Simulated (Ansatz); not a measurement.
# BP: the cost of one run

Program: Ansatz 0.2.0. Level of theory: DFT LDA, scalar-relativistic. These are calculated values, not measurements.

## 1. The structure to begin with

It takes space group F-43m (No. 216, cubic). Conventional cell: a = 4.538 Å, b = 4.538 Å, c = 4.538 Å, α = 90.00°, β = 90.00°, γ = 90.00°. Around B (site symmetry -43m) lie 4 P at 1.97 Å. P (site symmetry -43m) has 4 B at 1.97 Å as nearest neighbours.

As a file:

```
B P
1.0
     0.00000    2.26900    2.26900
     2.26900    0.00000    2.26900
     2.26900    2.26900    0.00000
B P
1 1
Direct
  0.00000 0.00000 0.00000
  0.75000 0.75000 0.75000
```

Atoms are numbered in the order of the input: B1, P2.

## 2. After the deformation

Space group F-43m before, I-4m2 after.

## 3. Full-potential LAPW

input.yaml

```yaml
crystal:
  lattice:
    - [0.0, 2.269, 2.22362]
    - [2.269, 0.0, 2.22362]
    - [2.269, 2.269, 0.0]
  atoms:
    - { symbol: B, position: [0.0, 0.0, 0.0] }
    - { symbol: P, position: [0.75, 0.75, 0.75] }
kpoints:
  mp_grid: { grid: [15, 15, 15] }
  band_path:
    path:
      - [0.0, 0.0, 0.0]
      - [0.0, 0.5, 0.5]
      - [0.25, 0.75, 0.5]
      - [0.0, 0.5, 0.0]
      - [0.0, 0.0, 0.0]
      - [0.5, 0.5, 0.0]
      - [0.3801541025, 0.6198458975, 0.0]
      - [-0.3801541025, 0.3801541025, 0.0]
      - [0.0, 0.0, 0.0]
    npoints: 5
scf:
  occupations: { method: fermi_dirac, width: 0.05 }
hamiltonian:
  xc: lda
  pseudopotentials: { kind: all_electron, lapw: { basis_error: 0.001 } }
output:
  forces: true
  stress: true
  eigenvalues: true
```

The run is started by

```console
$ ansatz run input.yaml --threads 1 --pin off --max-ram 3072MiB --backend cpu --events-out ev --progress --plain --runs-dir out
```

What time and memory should one allow on 1 thread of Arm Neoverse V1, shared host?

About 40 s, with a peak of 0.42 GiB.
